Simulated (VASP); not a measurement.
A run of VASP 6.6.1 is set up as follows.

File POSCAR:

```
GaAs
1.0
    0.0000000000      2.8330831910      2.8330831910
    2.8330831910      0.0000000000      2.8330831910
    2.8330831910      2.8330831910      0.0000000000
Ga As
1 1
Direct
    0.0000000000      0.0000000000      0.0000000000
    0.2500000000      0.2500000000      0.2500000000
```

Contents of INCAR.step1:

```
PREC = Accurate
ENCUT = 520
EDIFF = 1E-5
ISMEAR = 0
SIGMA = 0.01
LREAL = F
LASPH = T
NELM = 100
ALGO = Normal
ISIF = 2
LWAVE = T
LCHARG = F
GGA = PE
NBANDS = 16
```

Contents of INCAR.step2:

```
PREC = Accurate
ENCUT = 520
EDIFF = 1E-6
ISMEAR = 0
SIGMA = 0.01
LREAL = F
LASPH = T
NELM = 100
ALGO = Normal
ISIF = 2
LWAVE = F
LCHARG = F
GGA = PE
LHFCALC = T
AEXX = 0.4
HFSCREEN = 0.1
PRECFOCK = Normal
ISTART = 1
NBANDS = 16
```

Contents of KPOINTS:

```
regular mesh
0
Gamma
  4 4 4
```

Potentials or basis: VASP PAW PBE potentials, release 64 (Ga_d, As).

Command:

```bash
$ cat potpaw_PBE.64/Ga_d/POTCAR potpaw_PBE.64/As/POTCAR > POTCAR
$ cp INCAR.step1 INCAR
$ mpirun -np 1 vasp_std > vasp.out
$ cp INCAR.step2 INCAR
$ mpirun -np 1 vasp_std > vasp.out
```

Predict the band gap on the k mesh.

2.58 eV, direct.

What does it give for the pressure?

-1.1 GPa.

Caveat: the k mesh is coarse (spacing up to 0.48 Å⁻¹), so the values aren't converged; the PAW data sets were made with another functional, which shifts forces and pressure a little. A k mesh can miss the band edges.
